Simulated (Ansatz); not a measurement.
# SnSe: how the settings move a single-point run

How sensitive is a single-point run of SnSe to its settings? A reference run comes first, then one run with altered input.

Computed with Ansatz 0.2.0 (reference: DFT, PBE, all-electron LAPW, scalar-relativistic, unless a step's input says otherwise).

## Step 1: The system as given

It takes space group Fm-3m (No. 225, cubic). The conventional cell has a = 6.020 Å, b = 6.020 Å, c = 6.020 Å, α = 90.00°, β = 90.00°, γ = 90.00°. Around Sn (site symmetry m-3m) lie 6 Se at 3.01 Å. Around Se (site symmetry m-3m) lie 6 Sn at 3.01 Å.

Structure file:

```
CELL_PARAMETERS angstrom
0.00000 3.01000 3.01000
3.01000 0.00000 3.01000
3.01000 3.01000 0.00000
ATOMIC_POSITIONS crystal
Sn 0.00000 0.00000 0.00000
Se 0.50000 0.50000 0.50000
```

## Step 2: The reference run

File input.yaml:

```yaml
crystal:
  lattice:
    - [0.0, 3.01, 3.01]
    - [3.01, 0.0, 3.01]
    - [3.01, 3.01, 0.0]
  atoms:
    - { symbol: Sn, position: [0.0, 0.0, 0.0] }
    - { symbol: Se, position: [0.5, 0.5, 0.5] }
kpoints:
  mp_grid: { grid: [9, 9, 9] }
scf:
  occupations: { method: fermi_dirac, width: 0.28 }
hamiltonian:
  xc: pbe
  pseudopotentials: { kind: all_electron, lapw: { basis_error: 0.00025 } }
output:
  forces: true
  stress: true
  eigenvalues: true
```

Run with:

```bash
> ansatz run input.yaml --threads 1 --pin off --max-ram 2048MiB --backend cpu --events-out ev --progress --plain --runs-dir out
```

## Step 3: Changing settings: dr2_threshold 1.0e-05, lower_state_search standard

input.yaml: that of step 2 with these lines changed.

```diff
@@ -12,2 +12,4 @@
   occupations: { method: fermi_dirac, width: 0.28 }
+  convergence: { dr2_threshold: 1.0e-05 }
+  lower_state_search: standard
 hamiltonian:
```

What does the calculation give? Wanted: for each run, ending; energy change; pressure; gap; force.

As calculated:

```tsv
run	ending	energy change	pressure (GPa)	gap (eV)	force (eV/Å)	cycles	time
reference	converged	0	0.9	0.64	0.00	7	13 s
1: dr2_threshold 1.0e-05, lower_state_search standard	converged	0.0 meV/atom	0.9	0.63	0.00	6	13 s
```

Residual by cycle in the longest SCF loop of each run; runs are numbered as in the table. The quantity is the density residual dr2, in eV.

```tsv
cycle	reference	run 1
1	0.557	0.557
2	0.0173	0.0173
3	0.00825	0.00825
4	4.4e-4	4.4e-4
5	8.7e-6	8.7e-6
6	1.0e-7	1.0e-7
7	2.4e-8	-
```

What this shows: Changing the convergence setting and search for lower states leaves the energy as it was (0.0 meV/atom). Cost: 6 SCF cycles against 7.
